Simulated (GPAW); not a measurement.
Runs of GPAW 26.7.0 on Sb. It takes space group Fm-3m (No. 225, cubic). The conventional cell has a = 4.742 Å, b = 4.742 Å, c = 4.742 Å, α = 90.00°, β = 90.00°, γ = 90.00°. Sb (site symmetry m-3m) has 12 Sb at 3.35 Å as nearest neighbours. This isn't the form of Sb at room conditions, which is rhombohedral.

```tsv
task	level	potentials or basis	cell	k mesh	cutoff (eV)	maxiter	optimizer	fmax	max steps	convergence	gap on the mesh (eV)	pressure (GPa)	relaxed volume (Å³/atom)
relaxation of cell and atoms	PBEsol+D4	PAW data sets generated in the run's folder for this functional, pw	relaxed	10 × 10 × 10	600	150	BFGS	0.02 eV/Å	60	density=1e-05 forces=0.0001	none	0.0	25.19
relaxation of cell and atoms	PBEsol+D3(BJ)+ATM	PAW data sets generated in the run's folder for this functional, pw	relaxed	10 × 10 × 10	600	150	BFGS	0.02 eV/Å	60	density=1e-05 forces=0.0001	none	0.0	(a)
relaxation of cell and atoms	PBEsol	PAW data sets generated in the run's folder for this functional, pw	relaxed	10 × 10 × 10	600	150	BFGS	0.02 eV/Å	60	density=1e-05 forces=0.0001	none	0.0	25.99
relaxation of cell and atoms	PBEsol+D3	PAW data sets generated in the run's folder for this functional, pw	relaxed	10 × 10 × 10	600	150	BFGS	0.02 eV/Å	60	density=1e-05 forces=0.0001	none	0.1	25.33
relaxation of cell and atoms	PBEsol+D3(BJ)	PAW data sets generated in the run's folder for this functional, pw	relaxed	10 × 10 × 10	600	150	BFGS	0.02 eV/Å	60	density=1e-05 forces=0.0001	none	0.0	(b)
single point	r2SCAN	GPAW PAW data sets (gpaw-data 1.2.1), pw	as given	8 × 8 × 8	450	120	-	-	-	default	none	0.0	-
```

Alike in all rows: no spin polarisation; smearing fermi-dirac 0.05 eV.

Fill in the values left out.

(a) 24.82; (b) 24.69.

Caveats: later steps reuse the first step's grids (some runs); pairwise dispersion overbinds metals, which lowers pressure and volume (some runs); the cutoff is short for stress and forces, so pressures can be off by a GPa or more (some runs); the PAW data sets were made with another functional, which shifts forces and pressure a little (some runs).

A k mesh can miss the band edges, and the runs leave out spin-orbit coupling on Sb.

A gap of «none» marks a metal or a gap under the smearing width.

Runs at the PBE level aren't shown here.
